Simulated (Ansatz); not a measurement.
Here is an Ansatz 0.2.0 calculation.

input.yaml

```yaml
crystal:
  lattice:
    - [0.0, 2.365, 2.365]
    - [2.365, 0.0, 2.365]
    - [2.365, 2.365, 0.0]
  atoms:
    - { symbol: Zr, position: [0.5, 0.5, 0.5] }
    - { symbol: C, position: [0.0, 0.0, 0.0] }
kpoints:
  mp_grid: { grid: [10, 10, 10] }
  band_path:
    path:
      - [0.0, 0.0, 0.0]
      - [0.5, 0.0, 0.5]
      - [0.5, 0.25, 0.75]
      - [0.375, 0.375, 0.75]
      - [0.0, 0.0, 0.0]
      - [0.5, 0.5, 0.5]
      - [0.625, 0.25, 0.625]
      - [0.5, 0.25, 0.75]
    npoints: 10
scf:
  occupations: { method: fermi_dirac, width: 0.05 }
hamiltonian:
  xc: pbesol
  pseudopotentials: { kind: all_electron, lapw: { basis_error: 0.001 } }
output:
  forces: true
  stress: true
  eigenvalues: true
```

Potentials or basis: all-electron LAPW, scalar-relativistic.

Command:

```sh
$ ansatz run input.yaml --threads 1 --pin off --max-ram 3072MiB --backend cpu --events-out ev --progress --plain --runs-dir out
```

(1) What does it give for the band gap along the path?

(2) Estimate the pressure.

Answers

(1) none (metal or under the smearing width).

(2) -8.4 GPa.
